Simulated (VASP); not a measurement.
# KF: single point with LDA

KF:

```xyz
2
Lattice="0.0000 2.6304 2.7619 2.6304 0.0000 2.7619 2.6304 2.6304 0.0000" Properties=species:S:1:pos:R:3 pbc="T T T"
K     0.0000    0.0000    0.0000
F     2.6304    2.6304    2.7619
```

```
Program                : VASP 6.6.1
Task                   : single point
Functional             : LDA
Potentials or basis    : VASP PAW LDA potentials, release 64 (K_sv, F)
Cutoff                 : 520 eV
k mesh                 : 8 × 8 × 8
Occupations            : gaussian, width 0.05 eV
Spin                   : no spin polarisation
Dipole correction      : no
Further INCAR settings : ALGO = Normal; EDIFF = 1e-06; NBANDS = 15
```

| Quantity | Value |
| --- | --- |
| Pressure | -3.2 GPa |
| Band gap on the k mesh | 5.75 eV, direct |

Stress tensor (GPa, compression positive):
```
-2.61  0.00  0.00
 0.00 -2.61  0.00
 0.00  0.00 -4.51
```

Levels at points of the mesh, in eV from the valence-band top:
```tsv
k point	band 6	band 7	band 8	band 9	band 10	band 11
(0.00, 0.00, 0.00)	-0.07	0.00	0.00	5.75	10.30	10.60
(0.50, 0.00, 0.00)	-0.87	-0.40	-0.39	8.74	10.17	11.80
(0.50, 0.50, 0.00)	-0.32	-0.05	-0.05	8.00	10.08	11.06
(0.50, 0.00, 0.50)	-0.19	-0.13	-0.05	7.83	10.09	11.50
```

Run time: 25 s on 1 thread of Intel(R) Xeon(R) Platinum 8488C (Sapphire Rapids), with other jobs on the host, peak memory 0.15 GiB.

A k mesh can miss the band edges. LDA gaps usually lie below the measured ones, often by a third to a half.
